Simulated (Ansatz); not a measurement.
# SnO2: a single-point run

Wanted: a converged single-point run for SnO2, and a check of what comes out. The structure is shown as the input types it. The cell is built on a prototype (fluorite) and needn't be the phase found in nature.

Program: Ansatz 0.2.0. Level of theory: density functional or hybrid calculation with the settings of its input, plane waves. These are calculated values, not measurements.

3 further runs of the same task are left out: 3 that didn't finish.

## (1) Starting point

The structure is cubic, space group Fm-3m (No. 225). Conventional cell: a = 5.067 Å, b = 5.067 Å, c = 5.067 Å, α = 90.00°, β = 90.00°, γ = 90.00°. Around Sn (site symmetry m-3m) lie 8 O at 2.19 Å. O (site symmetry -43m) has 4 Sn at 2.19 Å as nearest neighbours.

Structure file:

```xyz
3
Lattice="0.0000 2.5335 2.5335 2.5335 0.0000 2.5335 2.5335 2.5335 0.0000" Properties=species:S:1:pos:R:3 pbc="T T T"
Sn    0.0000    0.0000    0.0000
O     1.2667    1.2667    1.2667
O     3.8002    3.8002    3.8002
```

## (2) Input and run

File input.yaml:

```yaml
crystal:
  lattice:
    - [0.0, 2.5334669704, 2.5334669704]
    - [2.5334669704, 0.0, 2.5334669704]
    - [2.5334669704, 2.5334669704, 0.0]
  atoms:
    - { symbol: Sn, position: [0.0, 0.0, 0.0] }
    - { symbol: O, position: [0.25, 0.25, 0.25] }
    - { symbol: O, position: [0.75, 0.75, 0.75] }
kpoints:
  mp_grid: { grid: [6, 6, 6] }
hamiltonian:
  xc: pbe
scf:
  occupations: { method: cold, width: 4 }
  n_extra_bands: 4
output:
  forces: true
  stress: true
  eigenvalues: true
```

Run with:

```console
> ansatz run input.yaml --threads 4 --pin off --max-ram 3686MiB --backend cpu --events-out ev --progress --plain --runs-dir out
```

**Question.** How will this run end, and is anything wrong with its input?

This run ends as converged. That alone doesn't make the input a sound one.

Look at the input: scf.occupations.width is 4. The width is far wider than usual, so occupations near the Fermi level are blurred and the entropy term grows.

Run again and compare: set scf.occupations.width to 0.5.
